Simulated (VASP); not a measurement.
# CdS (Greenockite) (P6_3mc) in VASP: settings compared, part 2 of 2

VASP 6.6.1. Earlier steps stand in the parts before.

### Step 5. Single point, HSE06

The input, POSCAR:

```
CdS
1.0
    4.1500000000      0.0000000000      0.0000000000
   -2.0750000000      3.5940054257      0.0000000000
    0.0000000000      0.0000000000      6.7370000000
Cd S
2 2
Direct
    0.6666666667      0.3333333333      0.5000000000
    0.3333333333      0.6666666667      0.0000000000
    0.6666666667      0.3333333333      0.8750000000
    0.3333333333      0.6666666667      0.3750000000
```

The input, INCAR.step1:

```
PREC = Accurate
ENCUT = 250
EDIFF = 1E-5
ISMEAR = 0
SIGMA = 0.01
LREAL = F
LASPH = T
NELM = 100
ALGO = Normal
ISIF = 2
LWAVE = T
LCHARG = F
NBANDS = 26
NKRED = 1
GGA = PE
```

The input, INCAR.step2:

```
PREC = Accurate
ENCUT = 250
EDIFF = 1E-6
ISMEAR = 0
SIGMA = 0.01
LREAL = F
LASPH = T
NELM = 100
ALGO = Normal
ISIF = 2
LWAVE = F
LCHARG = F
GGA = PE
LHFCALC = T
HFSCREEN = 0.2
PRECFOCK = Fast
NBANDS = 26
NKRED = 1
ISTART = 1
```

The input, KPOINTS:

```
regular mesh
0
Gamma
  4 4 2
```

Potentials or basis: VASP PAW PBE potentials, release 64 (Cd, S).

Command:

```console
$ cat potpaw_PBE.64/Cd/POTCAR potpaw_PBE.64/S/POTCAR > POTCAR
$ cp INCAR.step1 INCAR
$ mpirun -np 1 vasp_std > vasp.out
$ cp INCAR.step2 INCAR
$ mpirun -np 1 vasp_std > vasp.out
```

OUTCAR:

```text
PREC = Accurate
   ENCUT = 250
   EDIFF = 1E-6
   ISMEAR = 0
   LREAL = F
   LASPH = T
   NELM = 100
   ISIF = 2
   GGA = PE
   LHFCALC = T
   HFSCREEN = 0.2
   PRECFOCK = Fast
   NKRED = 1
   ISTART = 1

 Found      8 irreducible k-points:

 Following reciprocal coordinates:
            Coordinates               Weight
  0.000000  0.000000  0.000000      1.000000
  0.250000 -0.000000  0.000000      6.000000
  0.500000 -0.000000  0.000000      3.000000
  0.250000  0.250000  0.000000      6.000000
  0.000000  0.000000  0.500000      1.000000
  0.250000 -0.000000  0.500000      6.000000
   k-points           NKPTS =      8   k-points in BZ     NKDIM =     32   number of bands    NBANDS=     26
   number of dos      NEDOS =    301   number of ions     NIONS =      4
   total plane-waves  NPLWV =  20736
   dimension x,y,z NGX =    24 NGY =   24 NGZ =   36
   dimension x,y,z NGXF=    48 NGYF=   48 NGZF=   72
   ions per type =               2   2
   NGX,Y,Z   is equivalent  to a cutoff of   9.61,  9.61,  8.88 a.u.
   NGXF,Y,Z  is equivalent  to a cutoff of  19.23, 19.23, 17.77 a.u.
 SYSTEM =  unknown system
   PREC   = accura    normal or accurate (medium, high low for compatibility)
   ISTART =      1    job   : 0-new  1-cont  2-samecut
   ICHARG =      0    charge: 1-file 2-atom 10-const
   ISPIN  =      1    spin polarized calculation?
   LNONCOLLINEAR =      F non collinear calculations
   LSORBIT =      F    spin-orbit coupling
   LASPH  =      T    aspherical Exc in radial PAW
   ENCUT  =  250.0 eV  18.37 Ry    4.29 a.u.   5.35  5.35  8.69*2*pi/ulx,y,z
   NELM   =    100;   NELMIN=  2; NELMDL=  0     # of ELM steps
   EDIFF  = 0.1E-05   stopping-criterion for ELM
   LREAL  =      F    real-space projection
   EDIFFG = 0.1E-04   stopping-criterion for IOM
   NSW    =      0    number of steps for IOM
   IBRION =     -1    ionic relax: 0-MD 1-quasi-New 2-CG
   NFREE  =      0    steps in history (QN), initial steepest desc. (CG)
   ISIF   =      2    stress and relaxation
   ISYM   =      3    0-nonsym 1-usesym 2-fastsym
   POTIM  = 0.5000    time-step for ionic-motion
[... 19 lines left out ...]
   ENCUT4O =  -1.0   cutoff for four orbital integrals eV
   NKREDX  =     1    reduce k-point grid by
   NKREDY  =     1    reduce k-point grid by
   NKREDZ  =     1    reduce k-point grid by
   AEXX    =    0.2500 exact exchange contribution
   HFSCREEN=    0.2000 screening length (either q_TF or 0.3 A-1)
   HFSCREENC=   0.2000 screening length for correlation (either q_TF or 0.3 A-1)
   ENCUTFOCK=  -1.0 apply spherical cutoff to Coloumb kernel
   IVDW    =     0    specifies the selected vdW correction
   LEPSILON=     F    determine dielectric tensor
   LRPA    =     F    only Hartree local field effects (RPA)
 non-spin polarized calculation
 Gauss-broadening in eV      SIGMA  =   0.01
  energy-cutoff  :      250.00
  volume of cell :      100.48
 maximum number of plane-waves:       917
 NGX is ok and might be reduce to    24
  NGX = 12; NGY = 12; NGZ = 20

 number of electron      36.0000086 magnetization

 Free energy of the ion-electron system (eV)
  ---------------------------------------------------
  ext. energy  EPLUGINS =         0.00000000
  ---------------------------------------------------
  free energy    TOTEN  =       -15.18333991 eV

  energy without entropy =      -15.18333991  energy(sigma->0) =      -15.18333991

 E-fermi :   0.6071     XC(G=0):  -7.5276

 val. band max:        0.5513022098   @ k =   0.0000   0.0000   0.0000
 cond. band min:       2.7927667511   @ k =   0.0000   0.0000   0.0000
 fundamental gap:      2.2414645413
 Fermi energy:         0.6070640193

 k-point     1 :       0.0000    0.0000    0.0000
  band No.  band energies     occupation
      1     -12.9419      2.00000
      2     -12.4915      2.00000
      3      -8.2951      2.00000
      4      -8.2737      2.00000
      5      -8.2734      2.00000
      6      -8.1801      2.00000
[... 163 lines left out ...]
     25       9.5989      0.00000
     26       9.5989      0.00000

 [... further k-points ...]

------------------------ aborting loop because EDIFF is reached ----------------------------------------

  FORCE on cell =-STRESS in cart. coord.  units (eV):
  Direction    XX          YY          ZZ          XY          YZ          ZX
  --------------------------------------------------------------------------------------
  -------------------------------------------------------------------------------------
  Total       -2.9615948     -2.9615948     -2.5708732      0.0000000     -0.0000000      0.0000000
  in kB      -47.2218340    -47.2218340    -40.9918833      0.0000000     -0.0000000      0.0000000
  external PRESSURE =     -45.1451838 kB  Pullay stress =       0.0000000 kB

 VOLUME and BASIS-vectors are now :
 -----------------------------------------------------------------------------
  energy-cutoff  :      250.00
  volume of cell :      100.48
      direct lattice vectors                 reciprocal lattice vectors
     4.150000000  0.000000000  0.000000000     0.240963855  0.139120547  0.000000000
    -2.075000000  3.594005426  0.000000000     0.000000000  0.278241094  0.000000000
     0.000000000  0.000000000  6.737000000     0.000000000  0.000000000  0.148434021

 POSITION                                       TOTAL-FORCE (eV/Angst)
 -----------------------------------------------------------------------------------
      2.07500      1.19800      3.36850        -0.000000      0.000000     -0.060378
     -0.00000      2.39600      0.00000         0.000000     -0.000000     -0.060378
      2.07500      1.19800      5.89487        -0.000000      0.000000      0.060378
     -0.00000      2.39600      2.52637        -0.000000      0.000000      0.060378
 -----------------------------------------------------------------------------------
    total drift:                               -0.000001     -0.000001     -0.003571

  FREE ENERGIE OF THE ION-ELECTRON SYSTEM (eV)
  ---------------------------------------------------
  free  energy   TOTEN  =       -15.1833399062 eV

  energy  without entropy=      -15.1833399062  energy(sigma->0) =      -15.18333991
```

Run time: 2.3 min. Hardware: 1 thread of AMD EPYC 9R14 (Zen 4), shared host; peak memory 0.22 GiB.

The run converged, but a check on its numbers failed (symmetry, net force, bounds or a known fault of this set-up), so they aren't taken as properties of the crystal.

Caveat: the k mesh is coarse (spacing up to 0.47 Å⁻¹), so the values aren't converged, least of all with exact exchange; the cutoff lies under the usual one of these potentials, so the numbers hold a large basis-set error; the PAW data sets were made with another functional, which shifts forces and pressure a little.

### Step 6. Single point, HSE06

POSCAR is that of step 5.

Edit INCAR.step1 of step 5 so:

```diff
@@ -1,3 +1,3 @@
 PREC = Accurate
-ENCUT = 250
+ENCUT = 400
 EDIFF = 1E-5
```

Edit INCAR.step2 of step 5 so:

```diff
@@ -1,3 +1,3 @@
 PREC = Accurate
-ENCUT = 250
+ENCUT = 400
 EDIFF = 1E-6
```

The input, KPOINTS:

```
regular mesh
0
Gamma
  2 2 1
```

Potentials or basis: VASP PAW PBE potentials, release 64 (Cd, S).

Command:

```console
$ cat potpaw_PBE.64/Cd/POTCAR potpaw_PBE.64/S/POTCAR > POTCAR
$ cp INCAR.step1 INCAR
$ mpirun -np 1 vasp_std > vasp.out
$ cp INCAR.step2 INCAR
$ mpirun -np 1 vasp_std > vasp.out
```

OUTCAR:

```text
PREC = Accurate
   ENCUT = 400
   EDIFF = 1E-6
   ISMEAR = 0
   LREAL = F
   LASPH = T
   NELM = 100
   ISIF = 2
   GGA = PE
   LHFCALC = T
   HFSCREEN = 0.2
   PRECFOCK = Fast
   NKRED = 1
   ISTART = 1

 Found      2 irreducible k-points:

[... 143 lines left out ...]
     26      12.1435      0.00000

------------------------ aborting loop because EDIFF is reached ----------------------------------------

  FORCE on cell =-STRESS in cart. coord.  units (eV):
  Direction    XX          YY          ZZ          XY          YZ          ZX
  --------------------------------------------------------------------------------------
  -------------------------------------------------------------------------------------
  Total        2.0209438      2.0209438     -2.2193262      0.0000000      0.0000000      0.0000000
  in kB       32.2234065     32.2234065    -35.3865601      0.0000000      0.0000000      0.0000000
  external PRESSURE =       9.6867509 kB  Pullay stress =       0.0000000 kB

 VOLUME and BASIS-vectors are now :
 -----------------------------------------------------------------------------
  energy-cutoff  :      400.00
  volume of cell :      100.48
      direct lattice vectors                 reciprocal lattice vectors
     4.150000000  0.000000000  0.000000000     0.240963855  0.139120547  0.000000000
    -2.075000000  3.594005426  0.000000000     0.000000000  0.278241094  0.000000000
     0.000000000  0.000000000  6.737000000     0.000000000  0.000000000  0.148434021

 POSITION                                       TOTAL-FORCE (eV/Angst)
 -----------------------------------------------------------------------------------
      2.07500      1.19800      3.36850        -0.000000     -0.000000      0.029076
     -0.00000      2.39600      0.00000         0.000000      0.000000      0.029076
      2.07500      1.19800      5.89487        -0.000000      0.000000     -0.029076
     -0.00000      2.39600      2.52637         0.000000      0.000000     -0.029076
 -----------------------------------------------------------------------------------
    total drift:                                0.000000      0.000000     -0.000873

  FREE ENERGIE OF THE ION-ELECTRON SYSTEM (eV)
  ---------------------------------------------------
  free  energy   TOTEN  =       -14.8739514610 eV

  energy  without entropy=      -14.8739514610  energy(sigma->0) =      -14.87395146
```

OUTCAR.step1:

```text
PREC = Accurate
   ENCUT = 400
   EDIFF = 1E-5
   ISMEAR = 0
   LREAL = F
[... 166 lines left out ...]
      2.07500      1.19800      3.36850         0.000000      0.000000      0.071946
     -0.00000      2.39600      0.00000        -0.000000      0.000000      0.071946
      2.07500      1.19800      5.89487         0.000000     -0.000000     -0.071946
     -0.00000      2.39600      2.52637        -0.000000      0.000000     -0.071946
 -----------------------------------------------------------------------------------
    total drift:                               -0.000000      0.000000     -0.000942

  FREE ENERGIE OF THE ION-ELECTRON SYSTEM (eV)
  ---------------------------------------------------
  free  energy   TOTEN  =       -11.5009111967 eV

  energy  without entropy=      -11.5009111967  energy(sigma->0) =      -11.50091120
```

OSZICAR.step1:

```text
N       E                     dE             d eps       ncg     rms          rms(c)
DAV:   1     0.209722822377E+03    0.20972E+03   -0.15086E+04   104   0.102E+03
DAV:   2    -0.125817803975E+01   -0.21098E+03   -0.20466E+03   118   0.288E+02
DAV:   3    -0.127001077864E+02   -0.11442E+02   -0.11388E+02   112   0.667E+01
DAV:   4    -0.128344266745E+02   -0.13432E+00   -0.13410E+00   136   0.682E+00
DAV:   5    -0.128361906366E+02   -0.17640E-02   -0.17639E-02   118   0.779E-01    0.112E+01
DAV:   6    -0.115366499770E+02    0.12995E+01   -0.22808E+00   130   0.148E+01    0.918E+00
DAV:   7    -0.115013678105E+02    0.35282E-01   -0.93383E-01   108   0.493E+00    0.448E+00
DAV:   8    -0.115019942454E+02   -0.62643E-03   -0.10183E-01   108   0.312E+00    0.557E-01
DAV:   9    -0.115002446296E+02    0.17496E-02   -0.18582E-02   110   0.159E+00    0.164E-01
DAV:  10    -0.115006400860E+02   -0.39546E-03   -0.16180E-03   110   0.365E-01    0.141E-01
DAV:  11    -0.115008755440E+02   -0.23546E-03   -0.33308E-04   118   0.118E-01    0.747E-02
DAV:  12    -0.115009105530E+02   -0.35009E-04   -0.15158E-04   108   0.792E-02    0.278E-02
DAV:  13    -0.115009111967E+02   -0.64369E-06   -0.90340E-06    86   0.204E-02
   1 F= -.11500911E+02 E0= -.11500911E+02  d E =-.810748E-26
```

Run time: 24 s. Hardware: 1 thread of AMD EPYC 9R14 (Zen 4), shared host; peak memory 0.25 GiB.

These settings aren't checked as converged: the numbers below hold their error.

What came out:

| Property | Result |
| --- | --- |
| Free energy | -14.8740 eV |
| Pressure | 1.0 GPa |
| Largest force | 0.029 eV/Å |
| Band gap on the k mesh | 2.38 eV, direct |

Caveat: the k mesh is coarse (spacing up to 0.93 Å⁻¹), so the values aren't converged, least of all with exact exchange; the PAW data sets were made with another functional, which shifts forces and pressure a little.

### Step 7. For comparison

An earlier run on the cell as given: functional PBEsol; potentials or basis VASP PAW PBE potentials, release 64 (Cd, S); cutoff 520 eV; k mesh 7 × 7 × 4; occupations fermi-dirac, width 0.05 eV; no spin polarisation.

- Pressure: -0.6 GPa
- Largest force: 0.067 eV/Å
- Band gap on the k mesh: 1.06 eV, direct

### Step 8. The runs side by side

| level | smearing | ladder | gap on the mesh (eV) | pressure (GPa) | largest force (eV/Å) |
| --- | --- | --- | --- | --- | --- |
| PBE | gaussian 0.012 eV | - | 1.20 | 2.4 | 0.07 |
| PBE | gaussian 0.025 eV | - | 1.20 | 2.4 | 0.07 |
| PBEsol | fermi-dirac 0.05 eV | free | 1.06 | -0.6 | 0.07 |

Alike in all rows: task single point; potentials or basis VASP PAW PBE potentials, release 64 (Cd, S); no spin polarisation; cell as given; k mesh 7 × 7 × 4; cutoff (eV) 520.

On the cell as given the gap runs from 1.06 eV (PBEsol) to 1.20 eV (PBE). The pressure there spans -0.6 GPa (PBEsol) to 2.4 GPa (PBE); a positive pressure means that this level wants a larger cell, a negative one a smaller.

Caveats: the PAW data sets were made with another functional, which shifts forces and pressure a little (some runs).

Total energies depend on the potentials used, so only differences within one code and one set of settings carry meaning.

### Step 9. How close it comes

Step 2. Against the measured gap of CdS, 2.5809 eV (quoted in “Isotope dependence of band-gap energy”, 2008, arxiv:0807.2152), the calculated 1.20 eV is off by -1.38 eV. So large a miss can be the level of theory's own, or it may mean another phase, state or a wrong row. Spin-orbit coupling on Cd is left out. The value is that of PBE, without temperature or zero-point motion. Semilocal functionals fall short of measured gaps as a rule.

Step 3. Measured gap of CdS: 2.5809 eV (quoted in “Isotope dependence of band-gap energy”, 2008, arxiv:0807.2152). This calculation gives 1.20 eV (-1.38 eV). So large a miss can be the level of theory's own, or it may mean another phase, state or a wrong row. Spin-orbit coupling on Cd is left out. The value is that of PBE, without temperature or zero-point motion. Semilocal functionals fall short of measured gaps as a rule.
